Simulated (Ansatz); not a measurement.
**Bi: single point with LDA**

The system is Bi.

```
Bi
1.0
    -1.98143    1.98143    1.98143
     1.98143   -1.98143    1.98143
     1.98143    1.98143   -1.98143
Bi
1
Direct
  0.00000 0.00000 0.00000
```

This isn't the form of Bi at room conditions, which is rhombohedral.

| Property | Result |
| --- | --- |
| Program | Ansatz 0.2.0 |
| Task | single point |
| Functional | LDA |
| Potentials or basis | Ansatz PAW |
| Cutoff | 420 eV (not typed: the program's choice for these potentials) |
| k mesh | 9 × 9 × 9 |
| Occupations | gaussian, width 0.05 eV |
| Spin | no spin polarisation |

* Pressure: -3.3 GPa
* Band gap on the k mesh: none (metal or under the smearing width)

Levels at points of the mesh, in eV from the Fermi level:
```csv
k point,band 4,band 5,band 6,band 7,band 8,band 9,band 10,band 11
"(0.00, 0.00, 0.00)",-22.76,-22.76,-13.55,5.05,5.05,5.05,9.18,10.55
```

Run time: 0.82 s on 2 threads of Intel(R) Xeon(R) Processor @ 2.70GHz (shared host), peak memory 0.3 GiB.

Caveat: spin-orbit coupling is left out, which moves the levels of the heavy elements; the PAW data sets come from PBE, with cores solved anew for the run's functional, which leaves a small shift of forces and pressure.
